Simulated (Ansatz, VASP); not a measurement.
# One calculation of GaP, two programs

```
Ga P
1.0
     0.00000    2.72541    2.72541
     2.57497    0.00000    2.72541
     2.57497    2.72541    0.00000
Ga P
1 1
Direct
  0.00000 0.00000 0.00000
  0.25000 0.25000 0.25000
```

Change from the starting cell: uniaxial_x strain -5.5%.

Alike in both runs: task single point; functional r2SCAN; k mesh 8 × 8 × 8; no spin polarisation.

```csv
,VASP,Ansatz
version,VASP 6.6.1,Ansatz 0.2.0
potentials or method,"VASP PAW PBE potentials, release 64 (Ga_d, P)","plane waves, PAW"
plane-wave cutoff (eV),520,500
occupations,"gaussian, width 0.01 eV",fixed
valence electrons in the cell,18,18
```

VASP gave:

* gap on the k mesh at the Fermi level (eV): 1.23
* pressure (GPa): 5.5
* largest component of the traceless stress (GPa): 2.80

Problem. Which values does Ansatz return?

Solution. gap on the k mesh at the Fermi level (eV): 1.22; pressure (GPa): 5.6; largest component of the traceless stress (GPa): 2.78.

Caveats: the PAW data sets were made with another functional, which shifts forces and pressure a little (VASP). A k mesh can miss the band edges.
